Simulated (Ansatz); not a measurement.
GaSb and its competing phases

All numbers below come from Ansatz, DFT PBE, scalar-relativistic, plane waves, PAW. All cells share a 420 eV cutoff and Γ-centred k meshes spaced at most about 0.3 Å⁻¹ (about 0.25 or finer for metals, 2π included). No spin polarisation.

The zero of energy is the elements' standard structures at the same level; no fitted shifts are applied.

All energies are static (0 K, no zero-point motion). These runs have no spin–orbit coupling, which can matter for Sb.

The competitors are the elements and 1 reference phase of this chemical system (from databases or known types: GaSb), relaxed at the same level; other known phases may be missing.

The candidate was reached from: 4-connected net, two elements alternating, changed on relaxing.

```cif
data_structure
_symmetry_space_group_name_H-M 'Immm'
_symmetry_Int_Tables_number 71
_cell_length_a 3.1909
_cell_length_b 5.2235
_cell_length_c 5.7671
_cell_angle_alpha 90.000
_cell_angle_beta 90.000
_cell_angle_gamma 90.000
_cell_volume 96.12
loop_
_atom_site_label
_atom_site_type_symbol
_atom_site_symmetry_multiplicity
_atom_site_Wyckoff_symbol
_atom_site_fract_x
_atom_site_fract_y
_atom_site_fract_z
_atom_site_occupancy
Ga1 Ga 2 c 0.00000 0.00000 0.50000 1
Sb1 Sb 2 a 0.00000 0.00000 0.00000 1
```

**Question.** Is it stable, and against what?

**Answer.** Not the lowest form: another structure of the same formula lies lower. Its formation energy is 0.032 eV/atom. The lowest competing phase at this composition is this:

```csv
phase,space group,source,share of atoms,ΔE_f (eV/atom)
GaSb,F-43m (No. 216),Materials Project,1.0000,-0.166
```

The candidate lies 198 meV/atom above this phase (199 meV/atom from unrounded values). The guess has relaxed into a known cell: it matches a Materials Project cell. It is metastable at best. Whether it is a true minimum wasn't tested by phonons.
